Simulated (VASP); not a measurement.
## C2F: single point with PBE+D3(BJ)

The system is C2F, a sheet with vacuum.

```
C F
1.0
     2.43345    0.00000    0.00000
    -1.21673    2.10743    0.00000
     0.00000    0.00000   41.21720
C F
4 2
Direct
  0.33333 0.66667 0.24262
  0.66667 0.33333 0.13472
  0.66667 0.33333 0.35051
  0.00000 0.00000 0.24262
  0.00000 0.00000 0.16710
  0.33333 0.66667 0.31813
```

The cell was built by a generator and needn't be a form met in nature.

```json
{
  "Program": "VASP 6.6.1",
  "Task": "single point",
  "Functional": "PBE",
  "Dispersion": "D3(BJ)",
  "Potentials or basis": "VASP PAW PBE potentials, release 64 (C, F)",
  "Cutoff": "520 eV",
  "k mesh": "12 × 12 × 1",
  "Occupations": "gaussian, width 0.1 eV",
  "Spin": "no spin polarisation"
}
```

The largest force is 0.024 eV/Å and the band gap on the k mesh is none (metal or under the smearing width). The dispersion energy per atom is -0.102 eV.

Forces on the atoms (eV/Å):
```
C    0.000  0.000  0.000
C    0.000  0.000 -0.023
C    0.000  0.000  0.023
C    0.000  0.000  0.000
F    0.000  0.000  0.024
F    0.000  0.000 -0.024
```

Levels at points of the mesh, in eV from the Fermi level:
| k point | band 12 | band 13 | band 14 | band 15 | band 16 | band 17 | band 18 | band 19 |
| --- | --- | --- | --- | --- | --- | --- | --- | --- |
| (0.00, 0.00, 0.00) | -2.90 | -1.78 | -1.78 | 0.73 | 0.80 | 4.60 | 4.60 | 4.60 |
| (0.50, 0.00, 0.00) | -3.92 | -3.92 | -1.30 | -1.13 | -0.89 | 2.30 | 2.32 | 3.10 |

It took 3.2 min on 1 thread of Intel(R) Xeon(R) Platinum 8259CL CPU @ 2.50GHz (Skylake/Cascade Lake) (shared host), peak memory 0.35 GiB.
